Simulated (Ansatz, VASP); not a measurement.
## WS in VASP and in Ansatz

The input INCAR:

```
SYSTEM = WS
PREC = Accurate
ENCUT = 600
EDIFF = 1E-7
ISMEAR = 0
SIGMA = 0.1
LREAL = .FALSE.
LASPH = .TRUE.
NELM = 150
ALGO = Normal
ISIF = 3
LWAVE = .FALSE.
LCHARG = .FALSE.
LMAXMIX = 4
LDAU = .TRUE.
LDAUTYPE = 2
LDAUL = 2 -1
LDAUU = 6.2 0
LDAUJ = 0 0
LDAUPRINT = 1
GGA = PE
IBRION = 2
NSW = 100
EDIFFG = -0.01
```

File KPOINTS:

```
Automatic mesh
0
G
  14 14 14
  0 0 0
```

The input POSCAR:

```
WS
1.0
    3.0517160747      0.0000000000      0.0000000000
    0.0000000000      3.0517160747      0.0000000000
    0.0000000000      0.0000000000      3.0517160747
W S
1 1
Direct
    0.0000000000      0.0000000000      0.0000000000
    0.5000000000      0.5000000000      0.5000000000
```

Input for Ansatz:

```yaml
crystal:
  lattice:
    - [3.0517160747, 0.0, 0.0]
    - [0.0, 3.0517160747, 0.0]
    - [0.0, 0.0, 3.0517160747]
  atoms:
    - { symbol: W, position: [0.0, 0.0, 0.0] }
    - { symbol: S, position: [0.5, 0.5, 0.5] }
basis:
  ecutwfc: 420
kpoints:
  mp_grid: { grid: [14, 14, 14] }
hamiltonian:
  xc: pbe
  hubbard: { sites: [{ species: W, l: d, u_eff: 6.2 }] }
scf:
  occupations: { method: gaussian, width: 0.1 }
output:
  forces: true
  stress: true
  eigenvalues: true
  write_density: true
  write_potential: true
  elf: true
  volumetric_format: npy
relax:
  adjacent_minimum: "off"
  f_tol: 0.01
  max_steps: 80
  cell: { stress_tol: 0.05 }
```

The cell was built by a generator and needn't be a form met in nature.

Alike in both runs: task relaxation of cell and atoms; functional PBE; k mesh 14 × 14 × 14; occupations gaussian, width 0.1 eV; no spin polarisation; Hubbard terms W d U = 6.2 eV.

|  | VASP | Ansatz |
| --- | --- | --- |
| version | VASP 6.6.1 | Ansatz 0.2.0 |
| potentials or method | VASP PAW PBE potentials, release 64 (W_sv, S) | scalar-relativistic, plane waves, PAW |
| plane-wave cutoff (eV) | 600 | 420 |
| valence electrons in the cell | 20 | 20 |

Ansatz gave:

- relaxed volume (Å³/atom): 17.01
- relaxed cell length with the largest relative difference (Å): 3.240
- energy change over the relaxation (meV/atom): -102

Which values does VASP return?

Relaxed volume (Å³/atom): 14.18; relaxed cell length with the largest relative difference (Å): 3.049; energy change over the relaxation (meV/atom): 0.

The programs project onto different local orbitals, so the same U acts differently. Ansatz warned: «filled_band_counts_differ_across_k_points».

Caveats: U without spin polarisation on a metal has little footing. Spin-orbit coupling is left out, which matters for the levels of W.
